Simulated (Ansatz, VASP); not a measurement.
**Two plane-wave programs on Ge**

The input POSCAR:

```
Ge
1.0
    3.9975858431      0.0000000000      0.0000000000
   -1.9987929216      3.4620108940      0.0000000000
    0.0000000000      0.0000000000      6.5993779500
Ge
4
Direct
    0.6666666700      0.3333333300      0.0629012500
    0.3333333300      0.6666666700      0.5629012500
    0.6666666700      0.3333333300      0.4370987500
    0.3333333300      0.6666666700      0.9370987500
```

INCAR.step1

```
PREC = Accurate
ENCUT = 520
ISMEAR = 0
SIGMA = 0.1
LREAL = F
LASPH = T
NELM = 80
NBANDS = 36
GGA = PE
ALGO = Normal
EDIFF = 1E-4
LWAVE = T
LCHARG = F
```

File INCAR.step2:

```
PREC = Accurate
ENCUT = 520
EDIFF = 1E-7
ISMEAR = 0
SIGMA = 0.1
LREAL = F
LASPH = T
NELM = 80
ALGO = Normal
ISIF = 2
LWAVE = F
LCHARG = F
METAGGA = R2SCAN
LMIXTAU = T
NBANDS = 36
ISTART = 1
```

The input KPOINTS:

```
regular mesh
0
Gamma
  6 6 4
```

Input for Ansatz:

```yaml
crystal:
  lattice:
    - [3.9975858431, 0.0, 0.0]
    - [-1.9987929216, 3.462010894, 0.0]
    - [0.0, 0.0, 6.59937795]
  atoms:
    - { symbol: Ge, position: [0.66666667, 0.33333333, 0.06290125] }
    - { symbol: Ge, position: [0.33333333, 0.66666667, 0.56290125] }
    - { symbol: Ge, position: [0.66666667, 0.33333333, 0.43709875] }
    - { symbol: Ge, position: [0.33333333, 0.66666667, 0.93709875] }
basis:
  ecutwfc: 500
kpoints:
  mp_grid: { grid: [6, 6, 4] }
hamiltonian:
  xc: r2scan
scf:
  occupations: { method: gaussian, width: 0.1 }
output:
  forces: true
  stress: true
  eigenvalues: true
```

This isn't the form of Ge at room conditions, which is diamond.

Alike in both runs: task single point; functional r2SCAN; k mesh 6 × 6 × 4; occupations gaussian, width 0.1 eV; no spin polarisation.

```csv
,VASP,Ansatz
version,VASP 6.6.1,Ansatz 0.2.0
potentials or method,"VASP PAW PBE potentials, release 64 (Ge_d)","scalar-relativistic, plane waves, PAW"
plane-wave cutoff (eV),520,500
valence electrons in the cell,56,56
```

|  | VASP | Ansatz | Ansatz less VASP |
| --- | --- | --- | --- |
| gap on the k mesh at the Fermi level (eV) | 0.07 | 0.09 | +0.021 |
| least direct gap on the mesh (eV) | 0.07 | 0.09 | +0.021 |
| pressure (GPa) | 0.0 | -0.1 | -0.07 |
| largest component of the traceless stress (GPa) | 0.19 | 0.19 | -0.002 |
| rms of the force components (eV/Å) | 0.004 | 0.000 | -0.0038 |

Atom by atom the forces differ by 0.004 eV/Å (rms over components).

Caveats: the PAW data sets were made with another functional, which shifts forces and pressure a little (VASP).
